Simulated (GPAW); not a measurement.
# PbS (Galena) (Fm-3m) in GPAW: settings compared, part 2 of 2

GPAW 26.7.0.

### 3 Elastic constants, BP86+D3(BJ)+ATM, 26.09 Å³/atom

run.py

```python
import json
import numpy as np
import spglib
from ase.calculators.mixing import SumCalculator
from ase.constraints import FixSymmetry
from ase.filters import FrechetCellFilter
from ase.io import read, write
from ase.optimize import BFGS
from ase.stress import full_3x3_to_voigt_6_stress, voigt_6_to_full_3x3_strain, voigt_6_to_full_3x3_stress
from ase.units import GPa
from dftd3.ase import DFTD3
from gpaw import GPAW, PW, setup_paths

setup_paths.insert(0, '.')

atoms = read('POSCAR')

calc = GPAW(mode=PW(270),
            xc='GGA_X_B88+GGA_C_P86',
            kpts={'size': (8, 8, 8), 'gamma': True},
            occupations={'name': 'fermi-dirac', 'width': 0.05},
            nbands=19,
            convergence={'density': 1e-06, 'eigenstates': 1e-09},
            eigensolver={'name': 'davidson', 'niter': 2},
            maxiter=50,
            symmetry={'tolerance': 0.001},
            txt='gpaw.txt')
atoms.calc = SumCalculator([calc, DFTD3(damping='d3bj', params_tweaks=dict(method='bp', atm=True))])
atoms.set_constraint(FixSymmetry(atoms))
BFGS(FrechetCellFilter(atoms), trajectory='relax.traj', logfile='-').run(fmax=0.005, steps=40)
atoms.set_constraint()
energy = atoms.get_potential_energy()
forces = atoms.get_forces()
stress = atoms.get_stress()
calc.write('gs.gpw')
write('result.traj', atoms)
print('Cell:', atoms.cell.cellpar().round(4))
print(atoms.get_scaled_positions().round(5))

gpts = tuple(int(n) for n in calc.get_number_of_grid_points())
cell = atoms.cell[:].T
dataset = spglib.get_symmetry((atoms.cell[:], atoms.get_scaled_positions(), atoms.numbers), symprec=1e-4)
rotations = [cell @ w @ np.linalg.inv(cell) for w in dataset['rotations']]
strains, clamped, relaxed = [], [], []
for v in [0, 3]:
    for e in (-0.005, 0.005):
        voigt = np.zeros(6)
        voigt[v] = e
        F = voigt_6_to_full_3x3_strain(voigt)
        a = atoms.copy()
        a.set_cell(atoms.cell[:] @ F, scale_atoms=True)
        c = GPAW(mode=PW(270),
                 xc='GGA_X_B88+GGA_C_P86',
                 kpts={'size': (8, 8, 8), 'gamma': True},
                 occupations={'name': 'fermi-dirac', 'width': 0.05},
                 nbands=19,
                 convergence={'density': 1e-06, 'eigenstates': 1e-09},
                 eigensolver={'name': 'davidson', 'niter': 2},
                 maxiter=50,
                 symmetry={'tolerance': 0.001},
                 gpts=gpts,
                 txt=f'strain-{v}{e:+.3f}.txt')
        a.calc = SumCalculator([c, DFTD3(damping='d3bj', params_tweaks=dict(method='bp', atm=True))])
        s0 = s1 = a.get_stress() - stress
        BFGS(a, logfile=None).run(fmax=0.003, steps=25)
        s1 = a.get_stress() - stress
        print(v, e, 'clamped', (s0 / GPa).round(3), 'relaxed', (s1 / GPa).round(3), flush=True)
        for R in rotations:  # images under the point group
            eps = R @ (F - np.eye(3)) @ R.T
            strains.append(full_3x3_to_voigt_6_stress(eps) * [1, 1, 1, 2, 2, 2])
            for s, rows in ((s0, clamped), (s1, relaxed)):
                rows.append(full_3x3_to_voigt_6_stress(R @ voigt_6_to_full_3x3_stress(s) @ R.T))

C0, C = (np.linalg.lstsq(np.array(strains), np.array(s), rcond=None)[0].T / GPa for s in (clamped, relaxed))
print('Clamped-ion Cij (GPa):')
print(C0.round(1))
print('Relaxed-ion Cij (GPa):')
print(C.round(1))
json.dump({'clamped': C0.tolist(), 'relaxed': C.tolist()}, open('elastic.json', 'w'))
```

POSCAR

```
PbS
1.0
    0.0000000000      2.9657500000      2.9657500000
    2.9657500000      0.0000000000      2.9657500000
    2.9657500000      2.9657500000      0.0000000000
Pb S
1 1
Direct
    0.0000000000      0.0000000000      0.0000000000
    0.5000000000      0.5000000000      0.5000000000
```

Potentials or basis: PAW data sets generated in the run's folder for this functional, pw.

On the command line:

```sh
gpaw-setup -f GGA_X_B88+GGA_C_P86 Pb S
OMP_NUM_THREADS=1 python run.py
```

gpaw.txt:

```text
__  _  _
 | _ |_)|_||  |
 |__||  | ||/\| - 26.7.0

Input parameters:
  mode=PW(ecut=270.0),
  convergence={'density': 1e-06, 'eigenstates': 1e-09},
  eigensolver=Davidson(niter=2),
  kpts=MonkhorstPack(size=(8, 8, 8), gamma=True),
  maxiter=50,
  nbands=19,
  occupations=Occupations(name='fermi-dirac', width=0.05),
  symmetry=Symmetry(tolerance=0.001),
  xc=XC(name='GGA_X_B88+GGA_C_P86')

Diagonalizing LCAO Hamiltonian
Converting LCAO to pw mode

                S

       Pb

Atoms  # Å, Bohr magnetons
|   | symbol |        x |        y |        z |    initial magnetic moments |
|---|--------|----------|----------|----------|-----------------------------|
| 0 |     Pb | 0.000000 | 0.000000 | 0.000000 | ( 0.0000,  0.0000,  0.0000) |
| 1 |      S | 2.965750 | 2.965750 | 2.965750 | ( 0.0000,  0.0000,  0.0000) |

Unit cell  # Å
| periodic |        x |        y |        z |  lengths |    angles |
|----------|----------|----------|----------|----------|-----------|
|      yes | 0.000000 | 2.965750 | 2.965750 | 4.194204 | 60.000000 |
|      yes | 2.965750 | 0.000000 | 2.965750 | 4.194204 | 60.000000 |
|      yes | 2.965750 | 2.965750 | 0.000000 | 4.194204 | 60.000000 |

Number of symmetries: 48
Symmetry operations  # r_c * U_cc + t_c -> r_c
|    | kind |            matrix            |
|----|------|------------------------------|
|  0 |  σ   |  1, 0, 0,  1, 0,-1,  1,-1, 0 |
|  1 |  C2  |  1, 0, 0,  1,-1, 0,  1, 0,-1 |
|  2 |  E   |  1, 0, 0,  0, 1, 0,  0, 0, 1 |
|  3 |  σ   |  1, 0, 0,  0, 0, 1,  0, 1, 0 |
|  4 |  C4  |  1, 0,-1,  1, 0, 0,  1,-1, 0 |
|  5 |  S6  |  1, 0,-1,  1,-1, 0,  1, 0, 0 |
|  6 |  σ   |  1, 0,-1,  0, 1,-1,  0, 0,-1 |
|  7 |  C3  |  1, 0,-1,  0, 0,-1,  0, 1,-1 |
|  8 |  S6  |  1,-1, 0,  1, 0, 0,  1, 0,-1 |
[... 171 lines left out ...]
SCF iterations
|iter     | |      energy | eigst |  dens |
|---------|-|-------------|-------|-------|
|iter:   1| |   -8.413558 | -0.61 |       |
|iter:   2| |   -8.299188 | -2.29 | -1.13 |
|iter:   3| |   -7.954570 | -1.99 | -1.18 |
|iter:   4| |   -7.953111 | -3.83 | -1.79 |
|iter:   5| |   -7.953412c| -4.43 | -2.13 |
|iter:   6| |   -7.953454c| -5.52 | -3.04 |
|iter:   7| |   -7.953460c| -6.57 | -3.58 |
|iter:   8| |   -7.953460c| -7.37 | -4.31 |
|iter:   9| |   -7.953460c| -8.20 | -5.06 |
|iter:  10| |   -7.953460c| -8.88 | -5.59 |
|iter:  11| |   -7.953460c| -9.72c| -6.49c|
[... 47 lines left out ...]
Stress tensor  # eV/Ang^3
[... 236 lines left out ...]
  Coulomb:         -39.150194
  Zero:              0.533798
  External:          0.000000
  Xc:               -9.370194
  Entropy:          -0.000387
  Spinorbit:         0.000000
  ----------------------------
  Free energy:      -7.934129
  Extrapolated:     -7.933936
[... 32 lines left out ...]
Stress tensor  # eV/Ang^3
|         x |         y |         z |
|-----------|-----------|-----------|
| -0.000221 |  0.000000 |  0.000000 |
|  0.000000 | -0.000221 |  0.000000 |
|  0.000000 |  0.000000 | -0.000221 |

Forces  # eV/Ang
|        x |       y |        z |
|----------|---------|----------|
|  0.00000 | 0.00000 |  0.00000 |  # Pb   0
| -0.00000 | 0.00000 | -0.00000 |  # S    1

Interpolating wave functions to new cell

                S
[... 200 lines left out ...]
SCF iterations
|iter     | |      energy | eigst |  dens |
|---------|-|-------------|-------|-------|
|iter:   1| |   -8.290533 |       |       |
|iter:   2| |   -8.196625 | -3.04 | -1.17 |
|iter:   3| |   -7.738070 | -1.61 | -1.21 |
|iter:   4| |   -7.741734 | -3.02 | -2.12 |
|iter:   5| |   -7.748914 | -2.45 | -2.34 |
|iter:   6| |   -7.748709c| -4.10 | -3.46 |
|iter:   7| |   -7.748706c| -4.91 | -3.52 |
|iter:   8| |   -7.748705c| -5.53 | -3.87 |
|iter:   9| |   -7.748706c| -6.43 | -4.62 |
|iter:  10| |   -7.748706c| -6.64 | -5.03 |
|iter:  11| |   -7.748707c| -8.68 | -5.26 |
|iter:  12| |   -7.748707c|-10.08c| -5.85 |
|iter:  13| |   -7.748707c|-10.98c| -6.46c|

Converged in 13 steps
Energy contributions relative to reference atoms: (reference = -578201.156616)

Energy contributions:
  Kinetic:          47.358683
  Coulomb:         -44.917966
  Zero:              0.518567
  External:          0.000000
  Xc:              -10.707550
  Entropy:          -0.000880
  Spinorbit:         0.000000
  ----------------------------
  Free energy:      -7.749147
  Extrapolated:     -7.748707
[... 32 lines left out ...]
Stress tensor  # eV/Ang^3
|         x |         y |         z |
|-----------|-----------|-----------|
| -0.040920 | -0.000000 | -0.000000 |
| -0.000000 | -0.040920 |  0.000000 |
| -0.000000 |  0.000000 | -0.040920 |

Forces  # eV/Ang
|       x |        y |        z |
|---------|----------|----------|
| 0.00000 |  0.00000 |  0.00000 |  # Pb   0
| 0.00000 | -0.00000 | -0.00000 |  # S    1

Interpolating wave functions to new cell

                S
[... 200 lines left out ...]
SCF iterations
|iter     | |      energy | eigst |  dens |
|---------|-|-------------|-------|-------|
|iter:   1| |   -7.783556 |       |       |
|iter:   2| |   -7.782790 | -3.69 | -2.18 |
|iter:   3| |   -7.778670c| -3.49 | -2.21 |
|iter:   4| |   -7.778447c| -4.67 | -2.94 |
|iter:   5| |   -7.778479c| -4.96 | -3.23 |
|iter:   6| |   -7.778509c| -5.24 | -3.48 |
|iter:   7| |   -7.778510c| -6.60 | -4.43 |
|iter:   8| |   -7.778510c| -7.31 | -4.88 |
|iter:   9| |   -7.778510c| -8.35 | -5.78 |
|iter:  10| |   -7.778510c| -8.65 | -6.00c|
|iter:  11| |   -7.778510c|-10.64c| -6.14c|

Converged in 11 steps
Energy contributions relative to reference atoms: (reference = -578201.156616)

Energy contributions:
  Kinetic:          46.416606
  Coulomb:         -44.153232
  Zero:              0.519799
  External:          0.000000
  Xc:              -10.561184
  Entropy:          -0.000998
  Spinorbit:         0.000000
  ----------------------------
  Free energy:      -7.779009
  Extrapolated:     -7.778510
[... 313 lines left out ...]
Forces  # eV/Ang
|        x |        y |        z |
|----------|----------|----------|
| -0.00000 | -0.00000 | -0.00000 |  # Pb   0
| -0.00000 |  0.00000 |  0.00000 |  # S    1

# Writing to gs.gpw (mode='')
```

stdout:

```text
Step          Energy          fmax
BFGS:    0       -9.554447        0.981706
BFGS:    1       -9.568013        0.789347
BFGS:    2       -9.526465        0.088380
BFGS:    3       -9.541199        0.011812
BFGS:    4       -9.540310        0.001099
Cell: [ 4.0571  4.0571  4.0571 60.     60.     60.    ]
[[0.  0.  0. ]
 [0.5 0.5 0.5]]
0 -0.005 clamped [-1.086 -0.049 -0.049 -0.     0.     0.   ] relaxed [-1.086 -0.049 -0.049 -0.     0.     0.   ]
0 0.005 clamped [ 0.99  0.03  0.03 -0.    0.   -0.  ] relaxed [ 0.99  0.03  0.03 -0.    0.   -0.  ]
3 -0.005 clamped [-0.017 -0.014 -0.014 -0.071  0.    -0.   ] relaxed [-0.017 -0.014 -0.014 -0.071  0.    -0.   ]
3 0.005 clamped [-0.017 -0.015 -0.015  0.071  0.    -0.   ] relaxed [-0.017 -0.015 -0.015  0.071  0.    -0.   ]
Clamped-ion Cij (GPa):
[[207.5   7.9   7.9   0.    0.   -0. ]
 [  7.9 207.5   7.9   0.    0.   -0. ]
 [  7.9   7.9 207.5  -0.    0.   -0. ]
 [ -0.    0.   -0.   14.2   0.   -0. ]
 [ -0.    0.   -0.    0.   14.2   0. ]
 [ -0.   -0.    0.   -0.    0.   14.2]]
Relaxed-ion Cij (GPa):
[[207.5   7.9   7.9   0.    0.   -0. ]
 [  7.9 207.5   7.9   0.    0.   -0. ]
 [  7.9   7.9 207.5  -0.    0.   -0. ]
 [ -0.    0.   -0.   14.2   0.   -0. ]
 [ -0.    0.   -0.    0.   14.2   0. ]
 [ -0.   -0.    0.   -0.    0.   14.2]]
```

strain-0-0.005.txt:

```text
SCF iterations
|iter     | |      energy | eigst |  dens |
|---------|-|-------------|-------|-------|
|iter:   1| |   -8.144273 | -0.47 |       |
|iter:   2| |   -8.053551 | -2.13 | -1.17 |
|iter:   3| |   -7.759588 | -1.96 | -1.22 |
|iter:   4| |   -7.758317 | -3.71 | -1.83 |
|iter:   5| |   -7.758569c| -4.48 | -2.19 |
|iter:   6| |   -7.758601c| -5.47 | -3.04 |
[... 50 lines left out ...]
No difference between direct/indirect transitions

Stress tensor  # eV/Ang^3
|         x |         y |         z |
|-----------|-----------|-----------|
| -0.043676 |  0.000000 |  0.000000 |
|  0.000000 | -0.037206 |  0.000000 |
|  0.000000 |  0.000000 | -0.037206 |

Forces  # eV/Ang
|       x |       y |       z |
|---------|--------
```

Wall time 63 s (1 thread of Intel Xeon Platinum 8375C at 2.90GHz (Ice Lake), shared host); peak memory 0.19 GiB.

The run converged, but some of its settings lie outside the range that counts as converged, so its numbers aren't taken as properties of the crystal.

Results:

```
Free energy                                  : -9.5408 eV
Relaxed volume                               : 23.61 Å³/atom
Relaxed cell                                 : a = 4.057 Å, b = 4.057 Å, c = 4.057 Å, α = 60.00°, β = 60.00°, γ = 60.00°
Space group after relaxing (to 0.05 Å)       : Fm-3m (No. 225)
Pressure after relaxing                      : 0.0 GPa
Band gap on the k mesh                       : 0.07 eV, direct
Elastic constants C11, C12, C44              : 208, 8, 14 GPa
Voigt bulk modulus                           : 74 GPa
Bulk modulus (Hill)                          : 74 GPa
Shear modulus (Hill)                         : 35 GPa
Young's modulus                              : 91 GPa
Poisson's ratio (from the elastic constants) : 0.30
Dispersion energy per atom                   : -0.882 eV
```

Caveat: the cutoff is short for stress and forces, so pressures can be off by a GPa or more; the density grid can change from cell to cell, which puts small steps into energies and stress; spin-orbit coupling is left out, which as a rule narrows the gap of such compounds by several tenths of an eV.
